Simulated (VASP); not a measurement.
# AlB2H2 (Cmmm) in VASP: a series of runs

Runs on AlB2H2. Level: PBE. Tasks: single point, relaxation of cell and atoms.

All numbers are computed with VASP 6.6.1; they aren't measurements. Logs are shortened: lines on timing, memory, paths and dates and some standing lists are left out, and cuts for length are marked.

## 1. The cell of the first run

It takes space group Cmmm (No. 65, orthorhombic). The conventional cell has a = 3.195 Å, b = 4.834 Å, c = 4.874 Å, α = 90.00°, β = 90.00°, γ = 90.00°. Around Al (site symmetry mmm) lie 4 B at 2.28 Å. Around B (site symmetry mm2) lie 1 B at 1.62 Å and 4 H at 1.66 Å. H (site symmetry 2/m) is surrounded by 2 H at 1.60 Å and 4 B at 1.66 Å.

The cell was built by a generator and needn't be a form met in nature.

## 2. Single point, PBE (random cell by space group and Wyckoff sites (Cmmm, No. 65))

The input, INCAR:

```
PREC = Accurate
ENCUT = 520
EDIFF = 1E-6
ISMEAR = 0
SIGMA = 0.1
LREAL = False
LASPH = True
NELM = 80
ALGO = Fast
ISIF = 2
LWAVE = False
LCHARG = True
GGA = PE
LELF = True
LVHAR = True
NBANDS = 14
```

The input, KPOINTS:

```
regular mesh
0
Gamma
  14 14 8
```

The input, POSCAR:

```
AlB2H2
1.0
    1.5973758340     -2.4171548854      0.0000000000
    1.5973758340      2.4171548854      0.0000000000
    0.0000000000      0.0000000000      4.8739736849
Al B H
1 2 2
Direct
    0.5000000000      0.5000000000      0.0000000000
    0.0000000000      0.0000000000      0.6665737941
    0.0000000000      0.0000000000      0.3334262059
    0.0000000000      0.5000000000      0.5000000000
    0.5000000000      0.0000000000      0.5000000000
```

Potentials or basis: VASP PAW PBE potentials, release 64 (Al, B, H).

The run is started by

```
cat potpaw_PBE.64/Al/POTCAR potpaw_PBE.64/B/POTCAR potpaw_PBE.64/H/POTCAR > POTCAR
mpirun -np 1 vasp_std > vasp.out
```

OUTCAR:

```text
PREC = Accurate
   ENCUT = 520
   EDIFF = 1E-6
   ISMEAR = 0
   LREAL = False
   LASPH = True
   NELM = 80
   ISIF = 2
   GGA = PE

 ion  position               nearest neighbor table
   1  0.500  0.500  0.000-   2 2.28   3 2.28   2 2.28   3 2.28
   2  0.000  0.000  0.667-   3 1.62   1 2.28   1 2.28
   3  0.000  0.000  0.333-   2 1.62   1 2.28   1 2.28
   4  0.000  0.500  0.500-
   5  0.500  0.000  0.500-

  LATTYP: Found a base centered orthorhombic cell.
 ALAT       =     3.1947516680
 B/A-ratio  =     1.5132036143
 C/A-ratio  =     1.5256189499

  Lattice vectors:

 A1 = (   1.5973758340,  -2.4171548854,   0.0000000000)
 A2 = (   1.5973758340,   2.4171548854,   0.0000000000)
 A3 = (   0.0000000000,   0.0000000000,   4.8739736849)

Analysis of symmetry for initial positions (statically):
=====================================================================
 Subroutine PRICEL returns:
 Original cell was already a primitive cell.

 Routine SETGRP: Setting up the symmetry group for a
 base centered orthorhombic supercell.

 Subroutine GETGRP returns: Found  8 space group operations
 (whereof  8 operations were pure point group operations)
 out of a pool of  8 trial point group operations.

The static configuration has the point symmetry D_2h.

Analysis of symmetry for dynamics (positions and initial velocities):
=====================================================================
 Subroutine PRICEL returns:
 Original cell was already a primitive cell.

 Routine SETGRP: Setting up the symmetry group for a
 base centered orthorhombic supercell.

 Subroutine GETGRP returns: Found  8 space group operations
 (whereof  8 operations were pure point group operations)
 out of a pool of  8 trial point group operations.

The dynamic configuration has the point symmetry D_2h.

 Subroutine INISYM returns: Found  8 space group operations
 (whereof  8 operations are pure point group operations),
 and found     1 'primitive' translations

----------------------------------------------------------------------------------------

                                     Primitive cell

  volume of cell :      37.6378

  direct lattice vectors                    reciprocal lattice vectors
     1.597375834 -2.417154885  0.000000000     0.313013374 -0.206854763  0.000000000
     1.597375834  2.417154885  0.000000000     0.313013374  0.206854763  0.000000000
     0.000000000  0.000000000  4.873973685     0.000000000  0.000000000  0.205171399

  length of vectors
     2.897282743  2.897282743  4.873973685     0.375188307  0.375188307  0.205171399

  position of ions in fractional coordinates (direct lattice)
     0.500000000  0.500000000  0.000000000
     0.000000000  0.000000000  0.666573794
     0.000000000  0.000000000  0.333426206
     0.000000000  0.500000000  0.500000000
     0.500000000  0.000000000  0.500000000

  ion indices of the primitive-cell ions
   primitive index   ion index
                 1           1
                 2           2
                 3           3
                 4           4
                 5           5

----------------------------------------------------------------------------------------

 KPOINTS: regular mesh

Automatic generation of k-mesh.
 Grid dimensions read from file:
 generate k-points for:   14   14    8

 Generating k-lattice:

  Cartesian coordinates                     Fractional coordinates (reciprocal lattice)
     0.022358098 -0.014775340  0.000000000     0.071428571  0.000000000  0.000000000
     0.022358098  0.014775340  0.000000000     0.000000000  0.071428571  0.000000000
     0.000000000  0.000000000  0.025646425     0.000000000  0.000000000  0.125000000

  Length of vectors
     0.026799165  0.026799165  0.025646425

  Shift w.r.t. Gamma in fractional coordinates (k-lattice)
     0.000000000  0.000000000  0.000000000

 Subroutine IBZKPT returns following result:
 ===========================================

 Found    285 irreducible k-points:

 Following reciprocal coordinates:
            Coordinates               Weight
  0.000000  0.000000  0.000000      1.000000
  0.071429 -0.000000  0.000000      4.000000
  0.142857 -0.000000  0.000000      4.000000
  0.214286 -0.000000  0.000000      4.000000
  0.285714 -0.000000  0.000000      4.000000
  0.357143 -0.000000  0.000000      4.000000
[... 16 lines left out ...]
  0.214286  0.142857  0.000000      4.000000
  0.285714  0.142857  0.000000      4.000000
 [... further k-points ...]
   k-points           NKPTS =    285   k-points in BZ     NKDIM =    285   number of bands    NBANDS=     14
   number of dos      NEDOS =    301   number of ions     NIONS =      5
   total plane-waves  NPLWV =  20736
   dimension x,y,z NGX =    24 NGY =   24 NGZ =   36
   dimension x,y,z NGXF=    48 NGYF=   48 NGZF=   72
   ions per type =               1   2   2
   NGX,Y,Z   is equivalent  to a cutoff of  13.77, 13.77, 12.28 a.u.
   NGXF,Y,Z  is equivalent  to a cutoff of  27.54, 27.54, 24.56 a.u.
 SYSTEM =  unknown system
   PREC   = accura    normal or accurate (medium, high low for compatibility)
   ISTART =      0    job   : 0-new  1-cont  2-samecut
   ICHARG =      2    charge: 1-file 2-atom 10-const
   ISPIN  =      1    spin polarized calculation?
   LNONCOLLINEAR =      F non collinear calculations
   LSORBIT =      F    spin-orbit coupling
   LASPH  =      T    aspherical Exc in radial PAW
   ENCUT  =  520.0 eV  38.22 Ry    6.18 a.u.   5.39  5.39  9.06*2*pi/ulx,y,z
   NELM   =     80;   NELMIN=  2; NELMDL= -5     # of ELM steps
   EDIFF  = 0.1E-05   stopping-criterion for ELM
   LREAL  =      F    real-space projection
   EDIFFG = 0.1E-04   stopping-criterion for IOM
   NSW    =      0    number of steps for IOM
   IBRION =     -1    ionic relax: 0-MD 1-quasi-New 2-CG
   NFREE  =      0    steps in history (QN), initial steepest desc. (CG)
   ISIF   =      2    stress and relaxation
   ISYM   =      2    0-nonsym 1-usesym 2-fastsym
   POTIM  = 0.5000    time-step for ionic-motion
   TEBEG  =    0.0;   TEEND  =   0.0 temperature during run
   PSTRESS=    0.0 pullay stress
   NELECT =      11.0000    total number of electrons
   NUPDOWN=      -1.0000    fix difference up-down
   EMIN   =  10.00;   EMAX   =-10.00  energy-range for DOS
   EFERMI =   0.00;   METHOD = LEGACY
   ISMEAR =     0;   SIGMA  =   0.10  broadening in eV -4-tet -1-fermi 0-gaus
   EFERMI_NEDOS =   21; number of points for ismear=-14 and -15
   IALGO  =     68    algorithm
   IMIX   =      4    mixing-type and parameters
     AMIX     =   0.40;   BMIX     =  1.00
     AMIX_MAG =   1.60;   BMIX_MAG =  1.00
  volume/ion in A,a.u.               =       7.53        50.80
  Fermi-wavevector in a.u.,A,eV,Ry     =   1.086419  2.053035 16.059050  1.180307
  Thomas-Fermi vector in A             =   2.222556
   LORBIT       =      0    0 simple, 1 ext, 2 COOP (PROOUT), +10 PAW based schemes
   GGA     = PE    functional components
   LHFCALC =     F    Hartree Fock is set to
   AEXX    =    0.0000 exact exchange contribution
   IVDW    =     0    specifies the selected vdW correction
   LEPSILON=     F    determine dielectric tensor
   LRPA    =     F    only Hartree local field effects (RPA)
 non-spin polarized calculation
 RMM-DIIS sequential band-by-band and
 Gauss-broadening in eV      SIGMA  =   0.10
  energy-cutoff  :      520.00
  volume of cell :       37.64
 maximum number of plane-waves:      1028
 NGX is ok and might be reduce to    24
   NGX = 11   NGY = 11   NGZ = 19

 number of electron      11.0000000 magnetization

 Free energy of the ion-electron system (eV)
  ---------------------------------------------------
  ext. energy  EPLUGINS =         0.00000000
  ---------------------------------------------------
  free energy    TOTEN  =       -19.79218999 eV

  energy without entropy =      -19.78610661  energy(sigma->0) =      -19.78914830

 E-fermi :   6.2180     XC(G=0): -10.8892

 val. band max:        6.2117125449   @ k =   0.3571   0.2857   0.0000
 cond. band min:       6.2180843691   @ k =  -0.2857   0.0714   0.3750
 fundamental gap:      0.0063718242
 Fermi energy:         6.2180060716

 k-point     1 :       0.0000    0.0000    0.0000
  band No.  band energies     occupation
      1      -8.4838      2.00000
      2      -2.2363      2.00000
      3      -0.6662      2.00000
      4       7.3666      0.00000
      5       8.0389      0.00000
      6       8.7091      0.00000
      7      11.2758      0.00000
      8      11.7743      0.00000
      9      13.4764      0.00000
     10      13.6510      0.00000
     11      16.1657      0.00000
     12      16.2774      0.00000
     13      17.0721      0.00000
     14      17.6428      0.00000

 k-point     2 :       0.0714   -0.0000    0.0000
  band No.  band energies     occupation
      1      -8.3919      2.00000
      2      -2.1413      2.00000
      3      -0.5781      2.00000
      4       6.3495      0.06297
      5       7.4950      0.00000
      6       9.6688      0.00000
      7      11.4351      0.00000
      8      11.4623      0.00000
      9      13.2423      0.00000
     10      13.8098      0.00000
     11      15.2397      0.00000
     12      16.3029      0.00000
     13      16.5167      0.00000
     14      17.5965      0.00000

 k-point     3 :       0.1429   -0.0000    0.0000
  band No.  band energies     occupation
      1      -8.1172      2.00000
      2      -1.8594      2.00000
      3      -0.3144      2.00000
      4       4.4969      2.00000
      5       7.1734      0.00000
      6      10.1003      0.00000
      7      10.5442      0.00000
      8      11.2887      0.00000
      9      12.8229      0.00000
     10      13.7931      0.00000
     11      14.7333      0.00000
     12      16.4733      0.00000
     13      16.5737      0.00000
     14      17.7937      0.00000

 k-point     4 :       0.2143   -0.0000    0.0000
  band No.  band energies     occupation
      1      -7.6624      2.00000
      2      -1.4039      2.00000
      3       0.1233      2.00000
      4       2.6492      2.00000
      5       6.7865      0.00000
      6       9.2296      0.00000
      7       9.8331      0.00000
      8      10.3032      0.00000
      9      12.4473      0.00000
     10      13.1955      0.00000
     11      16.0221      0.00000
     12      16.7463      0.00000
     13      16.8392      0.00000
     14      18.3036      0.00000

 k-point     5 :       0.2857   -0.0000    0.0000
  band No.  band energies     occupation
      1      -7.0343      2.00000
      2      -0.8332      2.00000
      3       0.7312      2.00000
      4       0.9526      2.00000
      5       6.3187      0.15433
      6       7.7756      0.00000
      7       8.5844      0.00000
      8       9.7973      0.00000
      9      12.1367      0.00000
     10      12.9555      0.00000
     11      16.6710      0.00000
[... 276 lines left out ...]
 k-point    22 :       0.1429    0.1429    0.0000
  band No.  band energies     occupation
      1      -7.4732      2.00000
      2      -1.2195      2.00000
      3       0.3070      2.00000
      4       2.8782      2.00000
      5       4.3580      2.00000
      6       9.1776      0.00000
      7      10.2521      0.00000
      8      11.1700      0.00000
      9      11.4403      0.00000
     10      13.0878      0.00000
     11      14.6860      0.00000
     12      15.8348      0.00000
     13      17.1482      0.00000
     14      20.1514      0.00000

 k-point    23 :       0.2143    0.1429    0.0000
  band No.  band energies     occupation
      1      -6.8886      2.00000
      2      -0.6632      2.00000
      3       0.8745      2.00000
      4       1.4218      2.00000
      5       3.7047      2.00000
      6       8.1263      0.00000
      7       9.0536      0.00000
      8      10.3936      0.00000
      9      10.6273      0.00000
     10      13.3543      0.00000
     11      15.6457      0.00000
     12      16.3089      0.00000
     13      17.5834      0.00000
     14      20.0780      0.00000

 k-point    24 :       0.2857    0.1429    0.0000
  band No.  band energies     occupation
      1      -6.1452      2.00000
      2      -0.4320      2.00000
      3       0.3393      2.00000
      4       1.6037      2.00000
      5       3.3929      2.00000
      6       6.8464      0.00000
      7       7.5395      0.00000
      8       9.9854      0.00000
      9      10.3710      0.00000
     10      13.0547      0.00000
     11      16.5683      0.00000
     12      17.3153      0.00000
     13      18.0172      0.00000
     14      19.9207      0.00000

 [... further k-points ...]
[... 5 lines left out ...]
  --------------------------------------------------------------------------------------
  -------------------------------------------------------------------------------------
  Total       -0.0370796     -0.0350624     -0.0092202     -0.0000000      0.0000000      0.0000000
  in kB       -1.5784145     -1.4925471     -0.3924876     -0.0000000      0.0000000      0.0000000
  external PRESSURE =      -1.1544831 kB  Pullay stress =       0.0000000 kB

 VOLUME and BASIS-vectors are now :
 -----------------------------------------------------------------------------
  energy-cutoff  :      520.00
  volume of cell :       37.64
      direct lattice vectors                 reciprocal lattice vectors
     1.597375834 -2.417154885  0.000000000     0.313013374 -0.206854763  0.000000000
     1.597375834  2.417154885  0.000000000     0.313013374  0.206854763  0.000000000
     0.000000000  0.000000000  4.873973685     0.000000000  0.000000000  0.205171399

 POSITION                                       TOTAL-FORCE (eV/Angst)
 -----------------------------------------------------------------------------------
      1.59738      0.00000      0.00000        -0.000000      0.000000      0.000000
      0.00000      0.00000      3.24886         0.000000      0.000000      0.019487
      0.00000      0.00000      1.62511        -0.000000      0.000000     -0.019487
      0.79869      1.20858      2.43699        -0.000000      0.000000      0.000000
      0.79869     -1.20858      2.43699        -0.000000      0.000000      0.000000
 -----------------------------------------------------------------------------------
    total drift:                                0.000000     -0.000000      0.000000

  FREE ENERGIE OF THE ION-ELECTRON SYSTEM (eV)
  ---------------------------------------------------
  free  energy   TOTEN  =       -19.7921899917 eV

  energy  without entropy=      -19.7861066071  energy(sigma->0) =      -19.78914830
```

It took 66 s on 1 thread of AMD EPYC 9R45 (Zen 5), shared host; peak memory 0.22 GiB.

What came out:

```
Free energy            : -19.7922 eV
Pressure               : -0.1 GPa
Largest force          : 0.019 eV/Å
Band gap on the k mesh : none (metal or under the smearing width)
```

Forces in eV/Å, atoms in the order of the input:
```
Al   0.000  0.000  0.000
B    0.000  0.000  0.019
B    0.000  0.000 -0.019
H    0.000  0.000  0.000
H    0.000  0.000  0.000
```

## 3. Relaxation of cell and atoms, PBE (random cell by space group and Wyckoff sites (Cmmm, No. 65))

The input, INCAR:

```
SYSTEM = AlB2H2
PREC = Accurate
ENCUT = 600
EDIFF = 1E-6
ISMEAR = 0
SIGMA = 0.1
LREAL = .False.
LASPH = .True.
NELM = 60
ALGO = Fast
ISIF = 3
LWAVE = .False.
LCHARG = .False.
GGA = PE
IBRION = 2
NSW = 100
EDIFFG = -0.01
```

The input, KPOINTS:

```
Automatic mesh
0
Gamma
  14 14 8
  0 0 0
```

The input, POSCAR:

```
AlB2H2
1.0
    1.6212893721     -2.3610335166      0.0000000000
    1.6212893721      2.3610335166      0.0000000000
    0.0000000000      0.0000000000      4.8834512351
Al B H
1 2 2
Direct
    0.5000000000      0.5000000000      0.0000000000
    0.0000000000      0.0000000000      0.6673830932
    0.0000000000      0.0000000000      0.3326169068
    0.0000000000      0.5000000000      0.5000000000
    0.5000000000      0.0000000000      0.5000000000
```

Potentials or basis: VASP PAW PBE potentials, release 64 (Al, B, H).

The run is started by

```
cat potpaw_PBE.64/Al/POTCAR potpaw_PBE.64/B/POTCAR potpaw_PBE.64/H/POTCAR > POTCAR
mpirun -np 1 vasp_std > vasp.out
```

Run time: 3.8 min. Hardware: 1 thread of AMD EPYC 9R45 (Zen 5), shared host; peak memory 0.23 GiB.

The run converged. Its results:

```yaml
Free_energy: -19.7949 eV
Relaxed_volume: 7.52 Å³/atom
Relaxed_cell: a = 2.895 Å, b = 2.895 Å, c = 4.872 Å, α = 90.00°, β = 90.00°, γ = 112.97°
Space_group_after_relaxing_to_0.05_Å: Cmmm (No. 65)
Energy_gained_by_relaxing: 1.4 meV/atom
Ionic_steps: 10
Pressure_after_relaxing: 0.0 GPa
Largest_force_after_relaxing: 0.003 eV/Å
Band_gap_on_the_k_mesh: none (metal or under the smearing width)
```

Forces in eV/Å, atoms in the order of the input:
```
Al   0.000  0.000  0.000
B    0.000  0.000 -0.003
B    0.000  0.000  0.003
H    0.000  0.000  0.000
H    0.000  0.000  0.000
```

Step by step:
```
step  energy change (eV)  largest force (eV/Å)  pressure (GPa)  volume (Å³)
   1              0.0000                0.0123            0.01        37.39
   2             -0.0032                0.0645            0.38        37.39
   3             -0.0037                0.1070            0.59        37.39
   4             -0.0052                0.1109           -0.10        37.54
   5             -0.0052                0.0926           -0.04        37.53
   6             -0.0063                0.0650           -0.17        37.59
   7             -0.0070                0.0381           -0.37        37.69
   8             -0.0069                0.0842            0.24        37.57
   9             -0.0071                0.0165           -0.09        37.63
  10             -0.0072                0.0031            0.03        37.59
```

Final structure:
```cif
data_structure
_symmetry_space_group_name_H-M 'P 1'
_symmetry_Int_Tables_number 1
_cell_length_a 2.8947
_cell_length_b 2.8947
_cell_length_c 4.8724
_cell_angle_alpha 90.000
_cell_angle_beta 90.000
_cell_angle_gamma 112.975
_cell_volume 37.59
loop_
_atom_site_label
_atom_site_type_symbol
_atom_site_fract_x
_atom_site_fract_y
_atom_site_fract_z
_atom_site_occupancy
Al1 Al 0.50000 0.50000 0.00000 1
B1 B 0.00000 0.00000 0.66678 1
B2 B 0.00000 0.00000 0.33322 1
H1 H 0.00000 0.50000 0.50000 1
H2 H 0.50000 0.00000 0.50000 1
```

Levels at points of the mesh, in eV from the Fermi level:
```
           k point  band 3  band 4  band 5  band 6  band 7  band 8  band 9
(0.00, 0.00, 0.00)   -6.90    1.14    1.83    2.48    5.08    5.55    7.26
(0.50, 0.00, 0.00)   -4.91   -3.15   -2.04   -2.00    0.67    2.92    5.49
(0.50, 0.50, 0.00)   -3.97   -3.82   -2.30   -1.47   -1.05    2.99    3.46
(0.00, 0.00, 0.50)   -3.27    1.42    1.80    1.98    2.58    4.55    6.27
(0.50, 0.00, 0.50)   -6.41   -4.96   -0.62   -0.07    3.20    4.25    5.45
(0.50, 0.50, 0.50)   -5.33   -4.13   -3.77   -0.40    1.19    5.02    5.15
```
